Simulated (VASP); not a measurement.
Here is a VASP 6.6.1 calculation.

File INCAR:

```
SYSTEM = Si12H6C
PREC = Accurate
ENCUT = 520
EDIFF = 1E-6
ISMEAR = 0
SIGMA = 0.05
LREAL = Auto
LASPH = .True.
NELM = 100
ALGO = Fast
ISIF = 2
LWAVE = .False.
LCHARG = .False.
LDIPOL = .True.
IDIPOL = 3
DIPOL = 0.5 0.5 0.514
GGA = PE
IVDW = 12
NBANDS = 83
```

File KPOINTS:

```
Automatic mesh
0
Gamma
  3 3 1
  0 0 0
```

File POSCAR:

```
Si12H6C
1.0
    7.6805938572      0.0000000000      0.0000000000
    0.0000000000      7.6805938572      0.0000000000
    0.0000000000      0.0000000000     22.8087500000
Si H C
24 12 2
Direct
    0.1100570984      0.0000000000      0.6564595187
    0.1406429926      0.5000000000      0.6415407665
    0.4170022747      0.0000000000      0.6555883199
    0.4313500429      0.5000000000      0.6716360310
    0.0105287032      0.2464345296      0.6064788767
    0.0105287032      0.7535654704      0.6064788767
    0.4895070038      0.2603862082      0.6079284704
    0.4895070038      0.7396137918      0.6079284704
    0.2554601881      0.2491995892      0.5416618930
    0.2554601881      0.7508004108      0.5416618930
    0.7484541777      0.2537203554      0.5516917063
    0.7484541777      0.7462796446      0.5516917063
    0.2473563228      0.0000000000      0.4835712759
    0.2516598372      0.5000000000      0.4842338278
    0.7480254000      0.0000000000      0.4916999547
    0.7527682100      0.5000000000      0.4895769443
   -0.0069500898      0.0000000000      0.4280153873
   -0.0014014010      0.5000000000      0.4275784880
    0.5029015685      0.0000000000      0.4280663288
    0.5048987450      0.5000000000      0.4277324424
    0.0000000000      0.2500000000      0.3691565737
    0.0000000000      0.7500000000      0.3691565737
    0.5000000000      0.2500000000      0.3691565737
    0.5000000000      0.7500000000      0.3691565737
   -0.1510299882      0.2500000000      0.3288211761
    0.1510299882      0.2500000000      0.3288211761
   -0.1510299882      0.7500000000      0.3288211761
    0.1510299882      0.7500000000      0.3288211761
    0.3489700118      0.2500000000      0.3288211761
    0.6510299882      0.2500000000      0.3288211761
    0.3489700118      0.7500000000      0.3288211761
    0.6510299882      0.7500000000      0.3288211761
    0.1069736190      0.1156283612      0.7614528975
    0.1069736190     -0.1156283612      0.7614528975
    0.4183650294      0.1158498817      0.7604617473
    0.4183650294     -0.1158498817      0.7604617473
    0.1609449546      0.0000000000      0.7397518248
    0.3638471938      0.0000000000      0.7390285522
```

Potentials or basis: VASP PAW PBE potentials, release 64 (Si, H, C).

Command:

```bash
$ cat potpaw_PBE.64/Si/POTCAR potpaw_PBE.64/H/POTCAR potpaw_PBE.64/C/POTCAR > POTCAR
$ mpirun -np 1 vasp_std > vasp.out
```

(1) What does it give for the dispersion energy per atom?

(2) Predict the band gap on the k mesh.

(3) Predict the largest force.

Answers

(1) -0.172 eV.

(2) 0.73 eV, indirect (least direct gap 0.87 eV).

(3) 0.252 eV/Å.
